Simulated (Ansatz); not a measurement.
# Sn: distorted cells

Theory: Ansatz 0.2.0, DFT PBEsol, scalar-relativistic, plane waves, PAW.

Cutoff 420 eV; k points 12×12×12 on the computed 2-atom cell (Γ-centred); Gaussian smearing, width 0.10 eV; no spin polarisation.

Reference cell:

```yaml
crystal:
  lattice:
    - [0.00000, 3.24560, 3.24560]
    - [3.24560, 0.00000, 3.24560]
    - [3.24560, 3.24560, 0.00000]
  atoms:
    - { symbol: Sn, position: [0.50000, 0.50000, 0.50000] }
    - { symbol: Sn, position: [0.75000, 0.75000, 0.75000] }
```

Each variant moves atoms of this cell by the vectors given, if any (Å), and then applies a symmetric strain (tensor components, Cartesian axes). The reference cell isn't relaxed at this level. Energies are per atom at zero smearing, counted from the lowest variant. Pressure is positive in compression.

1. strain (xx yy zz yz xz xy, %) 1.43 1.43 1.43 6.00 6.00 6.00; moves: Sn1 (-0.058, -0.058, -0.058); Sn2 (0.058, 0.058, 0.058)
2. strain (xx yy zz yz xz xy, %) 4.30 4.30 4.30 0.00 0.00 0.00
3. strain (xx yy zz yz xz xy, %) -0.01 -0.01 -0.01 6.00 6.00 -6.00; moves: Sn1 (0.017, 0.017, -0.017); Sn2 (-0.017, -0.017, 0.017)
4. strain (xx yy zz yz xz xy, %) 1.27 1.27 1.27 0.00 0.00 0.00

```json
{"variant": "1", "ΔE (meV/atom)": "304.9", "P (GPa)": "4.37", "largest force (eV/Å)": "1.46", "gap on mesh (eV)": "0", "space group": "R-3m"}
{"variant": "2", "ΔE (meV/atom)": "43.0", "P (GPa)": "-3.35", "largest force (eV/Å)": "0.00", "gap on mesh (eV)": "0", "space group": "Fd-3m"}
{"variant": "3", "ΔE (meV/atom)": "244.8", "P (GPa)": "3.84", "largest force (eV/Å)": "2.54", "gap on mesh (eV)": "0", "space group": "R-3m"}
{"variant": "4", "ΔE (meV/atom)": "?", "P (GPa)": "?", "largest force (eV/Å)": "?", "gap on mesh (eV)": "?", "space group": "?"}
```

Problem. Give the withheld rows.

Solution.
```
variant  ΔE (meV/atom) P (GPa) largest force (eV/Å) gap on mesh (eV) space group
      4            0.0    -0.61                  0.00                 0        Fd-3m
```